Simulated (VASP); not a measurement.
Set up this calculation in VASP 6.6.1, as the native input.

| Quantity | Value |
| --- | --- |
| Task | relaxation of shape and atoms at fixed volume |
| Functional | PBEsol |
| Potentials or basis | VASP PAW PBE potentials, release 64 (Si) |
| Cutoff | 600 eV |
| k mesh | 18 × 18 × 15 |
| Occupations | methfessel-paxton, width 0.1 eV |
| Spin | no spin polarisation |
| Further INCAR settings | ALGO = Normal; EDIFF = 1e-07; IBRION = 2; EDIFFG = -0.01; NSW = 40; ISIF = 4 |

The structure of Si lies in POSCAR:

```
Si                                      
1.0
    2.6556436554      0.0000000000      0.0000000000
   -1.3278218277      2.2998548690      0.0000000000
    0.0000000000      0.0000000000      2.5142076967
  Si            
     1
Direct
     0.0000000000000000    0.0000000000000000    0.0000000000000000
```

This isn't the form of Si at room conditions, which is diamond.

The cell isn't the ideal one: a relaxed cell with its volume scaled by 1.04.

These files were run (other wordings do the same):

INCAR

```
SYSTEM = Si
ALGO = Normal
EDIFF = 1E-7
EDIFFG = -0.01
ENCUT = 600
GGA = PS
IBRION = 2
ISIF = 4
ISMEAR = 1
LASPH = .TRUE.
LCHARG = .FALSE.
LREAL = .FALSE.
LWAVE = .FALSE.
NELM = 80
NSW = 40
PREC = Accurate
SIGMA = 0.1
```

KPOINTS

```
k-points
0
G
  18 18 15
  0 0 0
```

Potentials or basis: VASP PAW PBE potentials, release 64 (Si).

Command:

```bash
$ cat potpaw_PBE.64/Si/POTCAR > POTCAR
$ mpirun -np 1 vasp_std > vasp.out
```

Results of the run:

- Energy gained by relaxing: 0.0 meV/atom
- Ionic steps: 2
- Pressure after relaxing: -4.1 GPa
- Band gap on the k mesh: none (metal or under the smearing width)

Caveat: the PAW data sets were made with another functional, which shifts forces and pressure a little.

It took 19 s on 1 thread of Intel(R) Xeon(R) Platinum 8488C (Sapphire Rapids), on a shared host, peak memory 0.15 GiB.
